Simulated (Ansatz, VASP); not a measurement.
Given: the input of a run of VASP 6.6.1 on AlN.

run.py

```python
from ase.calculators.vasp import Vasp
from ase.dft.bandgap import bandgap
from ase.io import read

atoms = read('POSCAR')
calc = Vasp(
    directory='calc',
    xc='pbesol',
    pp='PBE',
    setups='minimal',
    prec='Accurate',
    encut=500,
    ediff=1e-07,
    ismear=0,
    sigma=0.1,
    lreal=False,
    lasph=True,
    nelm=80,
    algo='Fast',
    isif=2,
    lwave=False,
    lcharg=False,
    kpts=[10, 10, 6],
    gamma=True,
    nbands=16,
)
atoms.calc = calc

print('energy (eV):', atoms.get_potential_energy())
print('free energy (eV):', atoms.get_potential_energy(force_consistent=True))
print('forces (eV/A):')
print(atoms.get_forces())
print('stress (eV/A^3, Voigt):', atoms.get_stress())
print('Fermi level (eV):', calc.get_fermi_level())
gap, top, bottom = bandgap(calc)
print('band gap (eV):', gap, 'from (spin, k, band)', top, 'to', bottom)
```

The input POSCAR:

```
AlN
1.0
    3.1130000000      0.0000000000      0.0000000000
   -1.5565000000      2.6959370820      0.0000000000
    0.0000000000      0.0000000000      4.9810000000
Al N
2 2
Direct
    0.6666666667      0.3333333333      0.5000000000
    0.3333333333      0.6666666667      0.0000000000
    0.6666666667      0.3333333333      0.8800000000
    0.3333333333      0.6666666667      0.3800000000
```

Potentials or basis: VASP PAW PBE potentials, release 64 (Al, N).

Run with:

```bash
$ python run.py
```

Q: Set up the same calculation for Ansatz 0.2.0. Potentials there: Ansatz PAW.

A: As run (the cutoff follows the program's own potentials):

File input.yaml:

```yaml
crystal:
  lattice:
    - [3.113, 0.0, 0.0]
    - [-1.5565, 2.695937082, 0.0]
    - [0.0, 0.0, 4.981]
  atoms:
    - { symbol: Al, position: [0.6666666667, 0.3333333333, 0.5] }
    - { symbol: Al, position: [0.3333333333, 0.6666666667, 0.0] }
    - { symbol: "N", position: [0.6666666667, 0.3333333333, 0.88] }
    - { symbol: "N", position: [0.3333333333, 0.6666666667, 0.38] }
hamiltonian:
  xc: pbesol
  pseudopotentials: { kind: paw }
kpoints:
  mp_grid: { grid: [10, 10, 6] }
scf:
  occupations: { method: gaussian, width: 0.1 }
output:
  forces: true
  stress: true
  eigenvalues: true
```

Potentials or basis: Ansatz PAW.

Command:

```console
$ ansatz run input.yaml --threads 2 --pin off --max-ram 5632MiB --backend cpu --events-out ev --progress --plain --runs-dir out
```

Both were run:

|  | VASP | Ansatz | Ansatz less VASP |
| --- | --- | --- | --- |
| gap on the k mesh at the Fermi level (eV) | 4.15 | 4.13 | -0.017 |
| least direct gap on the mesh (eV) | 4.15 | 4.13 | -0.017 |
| pressure (GPa) | 0.2 | 0.2 | +0.06 |
| largest component of the traceless stress (GPa) | 1.00 | 0.98 | -0.026 |
| rms of the force components (eV/Å) | 0.076 | 0.075 | -0.0009 |

Atom by atom the forces differ by 0.001 eV/Å (rms over components).

Caveats: the PAW data sets were made with another functional, which shifts forces and pressure a little (VASP); the pressure holds a Pulay correction of +0.5 GPa for the finite cutoff (Ansatz); the PAW data sets come from PBE, with cores solved anew for the run's functional, which leaves a small shift of forces and pressure (Ansatz). A k mesh can miss the band edges.
